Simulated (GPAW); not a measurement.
A run of GPAW 26.7.0 is set up as follows.

run.py

```python
from ase import Atoms
from ase.dft.bandgap import bandgap
from ase.io import write
from ase.units import GPa
from gpaw import GPAW, PW, setup_paths

setup_paths.insert(0, '.')

atoms = Atoms(['Co', 'O'],
              cell=[[1.6022198417, 0.9250420569, 2.5664708903],
                    [-1.6022198417, 0.9250420569, 2.5664708903],
                    [0.0, -1.8500841138, 2.5664708903]],
              scaled_positions=[[1.012719, 1.002242, 0.982236],
                                [0.746856, 0.766435, 0.740388]],
              pbc=True)
atoms.set_initial_magnetic_moments([2.0, 0.0])

calc = GPAW(mode=PW(800),
            xc='PBEsol',
            kpts={'size': (10, 10, 10), 'gamma': True},
            occupations={'name': 'fermi-dirac', 'width': 0.05},
            nbands=17,
            convergence={'density': 1e-05, 'energy': 1e-05},
            maxiter=150,
            txt='gpaw.txt')
atoms.calc = calc
energy = atoms.get_potential_energy()
forces = atoms.get_forces()
stress = atoms.get_stress()
calc.write('gs.gpw')
write('result.traj', atoms)
print(f'Energy: {energy:.6f} eV')
print('Forces (eV/A):')
print(forces.round(4))
print('Stress (GPa):', (stress / GPa).round(3))
print('Moments:', calc.get_magnetic_moments().round(3))
print('Fermi level:', round(calc.get_fermi_level(), 4), 'eV')
print(f'Gap: {bandgap(calc)[0]:.4f} eV, direct: {bandgap(calc, direct=True)[0]:.4f} eV')
```

Potentials or basis: PAW data sets generated in the run's folder for this functional, pw.

Run with:

```console
$ gpaw-setup -f PBEsol Co O
$ OMP_NUM_THREADS=1 python run.py
```

Q: Predict the largest force.

A: 0.297 eV/Å.

Q: Estimate the net moment.

A: 2.77 μB per cell.

Q: Estimate the pressure.

A: -6.7 GPa.

Forces on the atoms (eV/Å):
```
Co  -0.176 -0.080  0.225
O    0.176  0.080 -0.225
```

Caveat: a cell with one magnetic atom can't hold antiferromagnetic order, which such compounds often take; semilocal functionals often make such compounds metallic where correlation or magnetic order opens a gap, which also shifts bond lengths.
